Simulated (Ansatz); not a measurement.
ZnS (Wurtzite-4H):

```
Zn S
1.0
     3.82270    0.00000    0.00000
    -1.91135    3.31056    0.00000
     0.00000    0.00000   12.52000
Zn S
4 4
Direct
  0.66667 0.33333 0.75000
  0.33333 0.66667 0.25000
  0.00000 0.00000 0.50000
  0.00000 0.00000 0.00000
  0.66667 0.33333 0.93750
  0.33333 0.66667 0.43750
  0.00000 0.00000 0.68750
  0.00000 0.00000 0.18750
```

Base run:

| Property | Result |
| --- | --- |
| Program | Ansatz 0.2.0 |
| Functional | LDA |
| Potentials or basis | Ansatz PAW |
| Cutoff | 420 eV |
| Density cutoff | 1680 eV |
| k mesh | 8 × 8 × 3 |
| Occupations | fermi-dirac, width 0.05 eV |
| Spin | no spin polarisation |

Its results: band gap on the k mesh 1.87 eV, direct; pressure -4.8 GPa; largest force 0.039 eV/Å.

Task: The run is repeated on the same cell with these changes: functional from LDA to revPBE. What comes out?

Result: Band gap on the k mesh 2.25 eV, direct; pressure 3.2 GPa; largest force 0.043 eV/Å.

revPBE binds less tightly than LDA, so the same cell stands under more pressure.

Caveats: the PAW data sets come from PBE, with cores solved anew for the run's functional, which leaves a small shift of forces and pressure; the potentials were made for another functional, which shifts forces and pressure (some runs).

Not every run made on this cell is shown here.
